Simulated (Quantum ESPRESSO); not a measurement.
## Sr under changes of volume

One of the cells (56.319 Å³/atom); the others are scaled copies at fixed shape and fractional positions:

```
Sr
1.0
     0.00000    3.04235    3.04235
     3.04235    0.00000    3.04235
     3.04235    3.04235    0.00000
Sr
1
Direct
  0.00000 0.00000 0.00000
```

```yaml
Program: Quantum ESPRESSO 7.5
Functional: r2SCAN
Potentials_or_basis: SG15 PBE 1.2
Cutoff: 925 eV
Density_cutoff: 3701 eV
k_mesh: 6 × 6 × 6
Occupations: fermi-dirac, width 0.05 eV
Spin: no spin polarisation
```

| volume (Å³/atom) | energy over the lowest point (meV/atom) | pressure (GPa) |
| --- | --- | --- |
| 52.940 | 7.96 | 0.8 |
| 54.067 | 3.33 | 0.5 |
| 55.193 | ? | ? |
| 56.319 | 0.00 | 0.0 |
| 57.446 | 1.01 | -0.2 |
| 58.572 | 3.60 | -0.4 |
| 59.698 | 7.61 | -0.6 |

**Question.** What does the run at 55.193 Å³/atom give?

**Answer.** Energy over the lowest point 0.72 meV/atom; pressure 0.3 GPa.

Worked out: A Birch-Murnaghan fit of order 3 (a polynomial in V^(-2/3)) to the other rows has its minimum at 56.21 Å³/atom with B0 = V·E''(V) = 12.3 GPa and B' = 3.3. It gives 0.73 meV/atom at 55.193 Å³/atom, against the run's 0.72, and -dE/dV = 0.2 GPa, against 0.3.

Energies are extrapolated to zero smearing.

Caveats: the potentials were made for another functional, which shifts forces and pressure.
